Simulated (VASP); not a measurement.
Crystal: GaSe.

```
CELL_PARAMETERS angstrom
3.74200 0.00000 0.00000
-1.87100 3.24067 0.00000
0.00000 0.00000 15.91900
ATOMIC_POSITIONS crystal
Ga 0.33333 0.66667 0.17700
Ga 0.66667 0.33333 0.67700
Ga 0.33333 0.66667 0.32300
Ga 0.66667 0.33333 0.82300
Se 0.33333 0.66667 0.60000
Se 0.66667 0.33333 0.10000
Se 0.33333 0.66667 0.90000
Se 0.66667 0.33333 0.40000
```

| Property | Result |
| --- | --- |
| Program | VASP 6.6.1 |
| Task | relaxation of cell and atoms |
| Functional | PBE |
| Dispersion | D3(BJ) |
| Potentials or basis | VASP PAW PBE potentials, release 64 (Ga_d, Se) |
| Cutoff | 600 eV |
| k mesh | 12 × 12 × 2 |
| Occupations | gaussian, width 0.03 eV |
| Spin | no spin polarisation |

At the start: pressure 1.0 GPa; volume 24.13 Å³/atom.

How do energy, volume and symmetry change on relaxing?

Over 17 steps the energy falls by 16.5 meV/atom and the volume is 24.59 Å³/atom (+1.9 %); space group P6_3/mmc (No. 194, to 0.05 Å).

Step by step:
| step | energy change (eV) | largest force (eV/Å) | pressure (GPa) | volume (Å³) |
| --- | --- | --- | --- | --- |
| 1 | 0.0000 | 1.2153 | 1.03 | 193.04 |
| 2 | -0.1051 | 0.3865 | 0.37 | 197.38 |
| 3 | -0.1232 | 0.0169 | 0.45 | 196.11 |
| 4 | -0.1231 | 0.0246 | 0.51 | 196.05 |
| 5 | -0.1284 | 0.0639 | -0.18 | 198.18 |
| 6 | -0.1284 | 0.0648 | -0.15 | 198.15 |
| 7 | -0.1302 | 0.0166 | -0.05 | 198.01 |
| 8 | -0.1304 | 0.0296 | -0.02 | 197.94 |
| 9 | -0.1305 | 0.0251 | 0.00 | 197.84 |
| 10 | -0.1307 | 0.0337 | -0.01 | 197.68 |
| 11 | -0.1308 | 0.0293 | -0.02 | 197.62 |
| 12 | -0.1311 | 0.0158 | 0.00 | 197.43 |
| 13 | -0.1315 | 0.0123 | 0.01 | 197.05 |
| 14 | -0.1315 | 0.0202 | -0.02 | 196.93 |
| 15 | -0.1315 | 0.0368 | 0.01 | 196.69 |
| 16 | -0.1315 | 0.0242 | -0.01 | 196.87 |
| 17 | -0.1316 | 0.0073 | -0.01 | 196.69 |

Final structure:
```cif
data_structure
_symmetry_space_group_name_H-M 'P 1'
_symmetry_Int_Tables_number 1
_cell_length_a 3.7710
_cell_length_b 3.7710
_cell_length_c 15.9713
_cell_angle_alpha 90.000
_cell_angle_beta 90.000
_cell_angle_gamma 120.000
_cell_volume 196.69
loop_
_atom_site_label
_atom_site_type_symbol
_atom_site_fract_x
_atom_site_fract_y
_atom_site_fract_z
_atom_site_occupancy
Ga1 Ga 0.33333 0.66667 0.17344 1
Ga2 Ga 0.66667 0.33333 0.67344 1
Ga3 Ga 0.33333 0.66667 0.32656 1
Ga4 Ga 0.66667 0.33333 0.82656 1
Se1 Se 0.33333 0.66667 0.59951 1
Se2 Se 0.66667 0.33333 0.09951 1
Se3 Se 0.33333 0.66667 0.90049 1
Se4 Se 0.66667 0.33333 0.40049 1
```
